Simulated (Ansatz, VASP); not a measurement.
## Ag: VASP beside Ansatz

```xyz
1
Lattice="-1.6126 1.4916 1.6126 1.6126 -1.4916 1.6126 1.6126 1.4916 -1.6126" Properties=species:S:1:pos:R:3 pbc="T T T"
Ag    0.0000    0.0000    0.0000
```

Change from the starting cell: strain -0.0750 x Voigt [0, 1, 0, 0, 0, 0], atoms carried along.

Alike in both runs: task single point; functional PBEsol; k mesh 26 × 26 × 26; occupations gaussian, width 0.15 eV; no spin polarisation.

```csv
,VASP,Ansatz
version,VASP 6.6.1,Ansatz 0.2.0
potentials or method,"VASP PAW PBE potentials, release 64 (Ag)","scalar-relativistic, plane waves, PAW"
plane-wave cutoff (eV),520,420
valence electrons in the cell,11,19
```

Ansatz gave:

- gap on the k mesh at the Fermi level (eV): none
- pressure (GPa): 11.3

Problem. Which values does VASP return?

Solution. gap on the k mesh at the Fermi level (eV): none; pressure (GPa): 11.1.

A gap of «none» marks a metal or a gap that the smearing closes. The two sets of potentials don't hold the same shells in valence.

Caveats: the PAW data sets were made with another functional, which shifts forces and pressure a little (VASP).
